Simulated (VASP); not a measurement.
# MgO (P-6m2) in VASP: further runs

The runs below take MgO through single point, with PBE.

All numbers are computed with VASP 6.6.1; they aren't measurements. Logs are shortened: lines on timing, memory, paths and dates and some standing lists are left out, and cuts for length are marked.

### 1 The crystal as given

The structure is hexagonal, space group P-6m2 (No. 187). The conventional cell has a = 2.938 Å, b = 2.938 Å, c = 2.680 Å, α = 90.00°, β = 90.00°, γ = 120.00°. Around Mg (site symmetry -6m2) lie 6 O at 2.16 Å. O (site symmetry -6m2) has 6 Mg at 2.16 Å as nearest neighbours.

Measurements of this composition are mostly on another form, of space group No. 225.

### 2 Single point, PBE

Contents of INCAR:

```
ALGO = Normal ; EDIFF = 1E-6
ENCUT = 500 ; GGA = PE
ISIF = 2 ; ISMEAR = 0
LASPH = True ; LCHARG = False
LREAL = False ; LWAVE = False
NBANDS = 11 ; NELM = 60
PREC = Accurate ; SIGMA = 0.02
```

Contents of KPOINTS:

```
k-points
0
Gamma
  4 4 4
```

Contents of POSCAR:

```
MgO
1.0
    2.9380209034      0.0000000000      0.0000000000
   -1.4690104517      2.5444007392      0.0000000000
    0.0000000000      0.0000000000      2.6796800000
Mg O
1 1
Direct
    0.0000000000      0.0000000000      0.0000000000
    0.3333333333      0.6666666667      0.5000000000
```

Potentials or basis: VASP PAW PBE potentials, release 64 (Mg_GW, O_GW).

Command:

```bash
> cat potpaw_PBE.64/Mg_GW/POTCAR potpaw_PBE.64/O_GW/POTCAR > POTCAR
> mpirun -np 1 vasp_std > vasp.out
```

OUTCAR:

```text
EDIFF = 1E-6
   ENCUT = 500
   GGA = PE
   ISIF = 2
   ISMEAR = 0
   LASPH = True
   LREAL = False
   NELM = 60
   PREC = Accurate

 ion  position               nearest neighbor table
   1  0.000  0.000  0.000-   2 2.16   2 2.16   2 2.16   2 2.16   2 2.16   2 2.16
   2  0.333  0.667  0.500-   1 2.16   1 2.16   1 2.16   1 2.16   1 2.16   1 2.16

  LATTYP: Found a hexagonal cell.
 ALAT       =     2.9380209034
 C/A-ratio  =     0.9120697531

  Lattice vectors:

 A1 = (   2.9380209034,   0.0000000000,   0.0000000000)
 A2 = (  -1.4690104517,   2.5444007392,   0.0000000000)
 A3 = (   0.0000000000,   0.0000000000,   2.6796800000)

Analysis of symmetry for initial positions (statically):
=====================================================================
 Subroutine PRICEL returns:
 Original cell was already a primitive cell.

 Routine SETGRP: Setting up the symmetry group for a
 hexagonal supercell.

 Subroutine GETGRP returns: Found 12 space group operations
 (whereof 12 operations were pure point group operations)
 out of a pool of 24 trial point group operations.

The static configuration has the point symmetry D_3h.

Analysis of symmetry for dynamics (positions and initial velocities):
=====================================================================
 Subroutine PRICEL returns:
 Original cell was already a primitive cell.

 Routine SETGRP: Setting up the symmetry group for a
 hexagonal supercell.

 Subroutine GETGRP returns: Found 12 space group operations
 (whereof 12 operations were pure point group operations)
 out of a pool of 24 trial point group operations.

The dynamic configuration has the point symmetry D_3h.

 Subroutine INISYM returns: Found 12 space group operations
 (whereof 12 operations are pure point group operations),
 and found     1 'primitive' translations

----------------------------------------------------------------------------------------

                                     Primitive cell

  volume of cell :      20.0320

  direct lattice vectors                    reciprocal lattice vectors
     2.938020903  0.000000000  0.000000000     0.340365175  0.196509926  0.000000000
    -1.469010452  2.544400739  0.000000000     0.000000000  0.393019851  0.000000000
     0.000000000  0.000000000  2.679680000     0.000000000  0.000000000  0.373178887

  length of vectors
     2.938020903  2.938020903  2.679680000     0.393019851  0.393019851  0.373178887

  position of ions in fractional coordinates (direct lattice)
     0.000000000  0.000000000  0.000000000
     0.333333333  0.666666667  0.500000000

  ion indices of the primitive-cell ions
   primitive index   ion index
                 1           1
                 2           2

----------------------------------------------------------------------------------------

 KPOINTS: k-points

Automatic generation of k-mesh.
 Grid dimensions read from file:
 generate k-points for:    4    4    4

 Generating k-lattice:

  Cartesian coordinates                     Fractional coordinates (reciprocal lattice)
     0.085091294  0.049127481  0.000000000     0.250000000  0.000000000  0.000000000
     0.000000000  0.098254963  0.000000000     0.000000000  0.250000000  0.000000000
     0.000000000  0.000000000  0.093294722     0.000000000  0.000000000  0.250000000

  Length of vectors
     0.098254963  0.098254963  0.093294722

  Shift w.r.t. Gamma in fractional coordinates (k-lattice)
     0.000000000  0.000000000  0.000000000

 Subroutine IBZKPT returns following result:
 ===========================================

 Found     12 irreducible k-points:

 Following reciprocal coordinates:
            Coordinates               Weight
  0.000000  0.000000  0.000000      1.000000
  0.250000  0.000000  0.000000      6.000000
  0.500000  0.000000  0.000000      3.000000
  0.250000  0.250000  0.000000      6.000000
  0.000000  0.000000  0.250000      2.000000
  0.250000  0.000000  0.250000     12.000000
  0.500000  0.000000  0.250000      6.000000
  0.250000  0.250000  0.250000     12.000000
  0.000000  0.000000  0.500000      1.000000
  0.250000  0.000000  0.500000      6.000000
  0.500000  0.000000  0.500000      3.000000
  0.250000  0.250000  0.500000      6.000000
   k-points           NKPTS =     12   k-points in BZ     NKDIM =     12   number of bands    NBANDS=     11
   number of dos      NEDOS =    301   number of ions     NIONS =      2
   total plane-waves  NPLWV =  11520
   dimension x,y,z NGX =    24 NGY =   24 NGZ =   20
   dimension x,y,z NGXF=    48 NGYF=   48 NGZF=   40
   ions per type =               1   1
   NGX,Y,Z   is equivalent  to a cutoff of  13.58, 13.58, 12.41 a.u.
   NGXF,Y,Z  is equivalent  to a cutoff of  27.16, 27.16, 24.82 a.u.
 SYSTEM =  unknown system
   PREC   = accura    normal or accurate (medium, high low for compatibility)
   ISTART =      0    job   : 0-new  1-cont  2-samecut
   ICHARG =      2    charge: 1-file 2-atom 10-const
   ISPIN  =      1    spin polarized calculation?
   LNONCOLLINEAR =      F non collinear calculations
   LSORBIT =      F    spin-orbit coupling
   LASPH  =      T    aspherical Exc in radial PAW
   ENCUT  =  500.0 eV  36.75 Ry    6.06 a.u.   5.36  5.36  4.89*2*pi/ulx,y,z
   NELM   =     60;   NELMIN=  2; NELMDL= -5     # of ELM steps
   EDIFF  = 0.1E-05   stopping-criterion for ELM
   LREAL  =      F    real-space projection
   EDIFFG = 0.1E-04   stopping-criterion for IOM
   NSW    =      0    number of steps for IOM
   IBRION =     -1    ionic relax: 0-MD 1-quasi-New 2-CG
   NFREE  =      0    steps in history (QN), initial steepest desc. (CG)
   ISIF   =      2    stress and relaxation
   ISYM   =      2    0-nonsym 1-usesym 2-fastsym
   POTIM  = 0.5000    time-step for ionic-motion
   TEBEG  =    0.0;   TEEND  =   0.0 temperature during run
   PSTRESS=    0.0 pullay stress
   NELECT =       8.0000    total number of electrons
   NUPDOWN=      -1.0000    fix difference up-down
   EMIN   =  10.00;   EMAX   =-10.00  energy-range for DOS
   EFERMI =   0.00;   METHOD = LEGACY
   ISMEAR =     0;   SIGMA  =   0.02  broadening in eV -4-tet -1-fermi 0-gaus
   EFERMI_NEDOS =   21; number of points for ismear=-14 and -15
   IALGO  =     38    algorithm
   IMIX   =      4    mixing-type and parameters
     AMIX     =   0.40;   BMIX     =  1.00
     AMIX_MAG =   1.60;   BMIX_MAG =  1.00
  volume/ion in A,a.u.               =      10.02        67.59
  Fermi-wavevector in a.u.,A,eV,Ry     =   1.205583  2.278221 19.775115  1.453430
  Thomas-Fermi vector in A             =   2.341275
   LORBIT       =      0    0 simple, 1 ext, 2 COOP (PROOUT), +10 PAW based schemes
   GGA     = PE    functional components
   LHFCALC =     F    Hartree Fock is set to
   AEXX    =    0.0000 exact exchange contribution
   IVDW    =     0    specifies the selected vdW correction
   LEPSILON=     F    determine dielectric tensor
   LRPA    =     F    only Hartree local field effects (RPA)
 non-spin polarized calculation
 Gauss-broadening in eV      SIGMA  =   0.02
  energy-cutoff  :      500.00
  volume of cell :       20.03
 maximum number of plane-waves:       526
 NGX is ok and might be reduce to    24
   NGX = 11   NGY = 11   NGZ =  9

 number of electron       7.9999996 magnetization

 Free energy of the ion-electron system (eV)
  ---------------------------------------------------
  ext. energy  EPLUGINS =         0.00000000
  ---------------------------------------------------
  free energy    TOTEN  =       -11.22863499 eV

  energy without entropy =      -11.22863499  energy(sigma->0) =      -11.22863499

 E-fermi :   3.3720     XC(G=0): -10.7284

 val. band max:        3.2791070245   @ k =   0.2500   0.2500   0.0000
 cond. band min:       6.3085701291   @ k =   0.0000   0.0000   0.0000
 fundamental gap:      3.0294631046
 Fermi energy:         3.3720404911

 k-point     1 :       0.0000    0.0000    0.0000
  band No.  band energies     occupation
      1     -14.1154      2.00000
      2       2.7221      2.00000
      3       2.7221      2.00000
      4       2.9243      2.00000
      5       6.3086      0.00000
      6      15.1813      0.00000
      7      18.8391      0.00000
      8      18.8391      0.00000
      9      23.1261      0.00000
     10      24.0881      0.00000
     11      25.7489      0.00000

 k-point     2 :       0.2500    0.0000    0.0000
  band No.  band energies     occupation
      1     -13.6347      2.00000
      2       0.1672      2.00000
      3       2.3475      2.00000
      4       3.0959      2.00000
      5       8.6788      0.00000
      6      14.3003      0.00000
      7      17.1193      0.00000
      8      20.0926      0.00000
      9      23.1519      0.00000
     10      24.0593      0.00000
     11      27.0511      0.00000

 k-point     3 :       0.5000    0.0000    0.0000
  band No.  band energies     occupation
      1     -13.0810      2.00000
      2      -1.5637      2.00000
      3       2.0086      2.00000
      4       3.2784      2.00000
      5       9.9045      0.00000
      6      13.8434      0.00000
      7      16.3941      0.00000
      8      21.0394      0.00000
      9      22.1179      0.00000
     10      25.3150      0.00000
     11      28.1400      0.00000
[... 99 lines left out ...]
 k-point    11 :       0.5000    0.0000    0.5000
  band No.  band energies     occupation
      1     -12.3223      2.00000
      2      -0.3911      2.00000
      3      -0.0305      2.00000
      4       2.5000      2.00000
      5       9.1292      0.00000
      6      14.7127      0.00000
      7      17.2507      0.00000
      8      18.1635      0.00000
      9      18.4587      0.00000
     10      24.4960      0.00000
     11      26.2501      0.00000

 k-point    12 :       0.2500    0.2500    0.5000
  band No.  band energies     occupation
      1     -12.3257      2.00000
      2      -0.4244      2.00000
      3       0.5132      2.00000
      4       1.7161      2.00000
      5       9.6746      0.00000
      6      14.9270      0.00000
      7      16.1724      0.00000
      8      17.5207      0.00000
      9      19.8546      0.00000
     10      24.5213      0.00000
     11      27.7689      0.00000

------------------------ aborting loop because EDIFF is reached ----------------------------------------

  FORCE on cell =-STRESS in cart. coord.  units (eV):
  Direction    XX          YY          ZZ          XY          YZ          ZX
  --------------------------------------------------------------------------------------
  -------------------------------------------------------------------------------------
  Total       -0.1536807     -0.1536807     -0.1710381      0.0000000     -0.0000000      0.0000000
  in kB      -12.2915508    -12.2915508    -13.6798113      0.0000000     -0.0000000      0.0000000
  external PRESSURE =     -12.7543043 kB  Pullay stress =       0.0000000 kB

 VOLUME and BASIS-vectors are now :
 -----------------------------------------------------------------------------
  energy-cutoff  :      500.00
  volume of cell :       20.03
      direct lattice vectors                 reciprocal lattice vectors
     2.938020903  0.000000000  0.000000000     0.340365175  0.196509926  0.000000000
    -1.469010452  2.544400739  0.000000000     0.000000000  0.393019851  0.000000000
     0.000000000  0.000000000  2.679680000     0.000000000  0.000000000  0.373178887

 POSITION                                       TOTAL-FORCE (eV/Angst)
 -----------------------------------------------------------------------------------
      0.00000      0.00000      0.00000         0.000000     -0.000000      0.000000
     -0.00000      1.69627      1.33984        -0.000000      0.000000      0.000000
 -----------------------------------------------------------------------------------
    total drift:                                0.000000     -0.000000     -0.000000

  FREE ENERGIE OF THE ION-ELECTRON SYSTEM (eV)
  ---------------------------------------------------
  free  energy   TOTEN  =       -11.2286349900 eV

  energy  without entropy=      -11.2286349900  energy(sigma->0) =      -11.22863499
```

Run time: 3.6 s. Hardware: 1 thread of Intel Xeon Platinum 8375C at 2.90GHz (Ice Lake), shared host; peak memory 0.13 GiB.

Results:

```
Free energy            : -11.2286 eV
Pressure               : -1.3 GPa
Band gap on the k mesh : 3.03 eV, indirect (least direct gap 3.38 eV)
```

Stress tensor (GPa, compression positive):
```
-1.23  0.00  0.00
 0.00 -1.23  0.00
 0.00  0.00 -1.37
```

Levels at points of the mesh, in eV from the valence-band top:
| k point | band 1 | band 2 | band 3 | band 4 | band 5 | band 6 | band 7 | band 8 | band 9 |
| --- | --- | --- | --- | --- | --- | --- | --- | --- | --- |
| (0.00, 0.00, 0.00) | -17.39 | -0.56 | -0.56 | -0.35 | 3.03 | 11.90 | 15.56 | 15.56 | 19.85 |
| (0.50, 0.00, 0.00) | -16.36 | -4.84 | -1.27 | 0.00 | 6.63 | 10.56 | 13.12 | 17.76 | 18.84 |
| (0.00, 0.00, 0.50) | -16.32 | -5.31 | -0.05 | -0.05 | 8.30 | 9.04 | 17.58 | 17.58 | 18.53 |
| (0.50, 0.00, 0.50) | -15.60 | -3.67 | -3.31 | -0.78 | 5.85 | 11.43 | 13.97 | 14.88 | 15.18 |

Caveat: the k mesh is coarse (spacing up to 0.62 Å⁻¹), so the values aren't converged; the cutoff is under 1.25 times the usual one of these potentials, so pressure, stress and relaxed cells hold a basis-set (Pulay) error.

### 3 Single point, PBE

Contents of INCAR:

```
SYSTEM = MgO
PREC = Accurate
ENCUT = 450
EDIFF = 1E-7
ISMEAR = 0
SIGMA = 0.02
LREAL = .False.
LASPH = .True.
NELM = 60
ALGO = Fast
ISIF = 2
LWAVE = .False.
LCHARG = .False.
GGA = PE
```

Contents of KPOINTS:

```
regular mesh
0
Gamma
  5 5 5
  0 0 0
```

POSCAR is that of step 2.

Potentials or basis: VASP PAW PBE potentials, release 64 (Mg_GW, O_GW).

Command:

```bash
> cat potpaw_PBE.64/Mg_GW/POTCAR potpaw_PBE.64/O_GW/POTCAR > POTCAR
> mpirun -np 1 vasp_std > vasp.out
```

It took 2.4 s on 1 thread of Intel Xeon 6975P-C (Granite Rapids), shared host; peak memory 0.12 GiB.

Results (log left out):

```
Free energy            : -11.2388 eV
Band gap on the k mesh : 3.01 eV, indirect (least direct gap 3.40 eV)
```

Levels at points of the mesh, in eV from the valence-band top:
| k point | band 2 | band 3 | band 4 | band 5 | band 6 | band 7 |
| --- | --- | --- | --- | --- | --- | --- |
| (0.00, 0.00, 0.00) | -0.58 | -0.58 | -0.38 | 3.01 | 11.89 | 15.55 |

Caveat: the k mesh is coarse (spacing up to 0.49 Å⁻¹), so the values aren't converged; the cutoff is under 1.25 times the usual one of these potentials, so pressure, stress and relaxed cells hold a basis-set (Pulay) error; an odd mesh through Γ misses points on the zone boundary, where band edges often lie.

### 4 Single point, PBE

Contents of INCAR:

```
SYSTEM = MgO
PREC = Accurate
ENCUT = 400
EDIFF = 1E-7
ISMEAR = 0
SIGMA = 0.02
LREAL = .FALSE.
LASPH = .TRUE.
NELM = 100
ALGO = Normal
ISIF = 2
LWAVE = .FALSE.
LCHARG = .TRUE.
GGA = PE
LELF = .TRUE.
LVHAR = .TRUE.
NBANDS = 11
```

Contents of KPOINTS:

```
regular mesh
0
G
  5 5 5
  0 0 0
```

POSCAR is that of step 3.

Command:

```bash
> cat potpaw_PBE.64/Mg_GW/POTCAR potpaw_PBE.64/O_GW/POTCAR > POTCAR
> mpirun -np 1 vasp_std > vasp.out
```

It took 4.1 s on 1 thread of Intel Xeon 6975P-C (Granite Rapids), shared host; peak memory 0.1 GiB.

The run converged, but a check on its numbers failed (symmetry, net force, bounds or a known fault of this set-up), so they aren't taken as properties of the crystal.

Caveat: the k mesh is coarse (spacing up to 0.49 Å⁻¹), so the values aren't converged; the cutoff lies under the usual one of these potentials, so the numbers hold a large basis-set error; an odd mesh through Γ misses points on the zone boundary, where band edges often lie.
